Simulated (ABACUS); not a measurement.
## MoS2 under changes of volume

One of the cells (50.735 Å³/atom); the others are scaled copies at fixed shape and fractional positions:

```
Mo S
1.0
     3.18413    0.00000    0.00000
    -1.59206    2.75753    0.00000
     0.00000    0.00000   17.33460
Mo S
1 2
Direct
  0.00000 0.00000 0.00000
  0.33333 0.66667 0.91051
  0.33333 0.66667 0.08949
```

- Program: ABACUS 3.10.1
- Functional: PBEsol
- Potentials or basis: PseudoDojo NC SR 0.4.1 PBEsol standard
- Cutoff: 1102 eV
- Density cutoff: 4408 eV
- Basis: plane waves
- k mesh: 10 × 10 × 2
- Occupations: fermi-dirac, width 0.05 eV
- Spin: no spin polarisation

| volume (Å³/atom) | energy over the lowest point (meV/atom) | gap on the mesh (eV) | largest force (eV/Å) |
| --- | --- | --- | --- |
| 47.690 | ? | ? | ? |
| 48.705 | 3.17 | 1.85 | 0.573 |
| 49.720 | 0.00 | 1.79 | 0.200 |
| 50.735 | 3.87 | 1.73 | 0.143 |
| 51.749 | 14.06 | 1.68 | 0.457 |
| 52.764 | 29.89 | 1.63 | 0.748 |
| 53.779 | 50.79 | 1.58 | 1.018 |

**Question.** What does the run at 47.690 Å³/atom give?

**Answer.** Energy over the lowest point 14.21 meV/atom; gap on the mesh 1.91 eV; largest force 0.972 eV/Å.

Worked out: A Birch-Murnaghan fit of order 3 (a polynomial in V^(-2/3)) to the other rows has its minimum at 49.65 Å³/atom with B0 = V·E''(V) = 55 GPa and B' = 4.4 at fixed shape and positions, which overstates the stiffness. It gives 14.23 meV/atom at 47.690 Å³/atom, against the run's 14.21. A straight line through the other rows of the gap, of slope -2.71 eV per unit of ln V, extrapolates to 1.90 eV, against the run's 1.91.

Energies are extrapolated to zero smearing.

A mesh can miss the band edges. Spin-orbit coupling on Mo is left out.
